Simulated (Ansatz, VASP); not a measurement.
**Two plane-wave programs on BaTiO3**

```xyz
5
Lattice="4.0193 0.0000 0.0000 0.0000 4.0193 0.0000 0.0000 0.0000 4.0193" Properties=species:S:1:pos:R:3 pbc="T T T"
Ba    2.0096    2.0096    2.0096
Ti    0.0000    0.0000    0.0000
O     2.0096    0.0000    0.0000
O     0.0000    2.0096    0.0000
O     0.0000    0.0000    2.0096
```

Alike in both runs: functional PBE; k mesh 8 × 8 × 8; occupations gaussian, width 0.02 eV; no spin polarisation.

Ansatz relaxed the structure, and its values are those at the end. VASP's run is a single point on that final structure, the one shown.

|  | VASP | Ansatz |
| --- | --- | --- |
| version | VASP 6.6.1 | Ansatz 0.2.0 |
| potentials or method | VASP PAW PBE potentials, release 64 (Ba_sv, Ti_sv, O) | scalar-relativistic, plane waves, PAW |
| plane-wave cutoff (eV) | 520 | 420 |
| valence electrons in the cell | 40 | 40 |

VASP gave:

* gap on the k mesh at the Fermi level (eV): 1.72
* least direct gap on the mesh (eV): 1.88
* pressure (GPa): 1.7

Q: What did Ansatz give for the same quantities?

A: gap on the k mesh at the Fermi level (eV): 1.78; least direct gap on the mesh (eV): 1.90; pressure (GPa): 0.0.

Caveats: spin-orbit coupling is left out, which moves the levels of the heavy elements. A k mesh can miss the band edges.
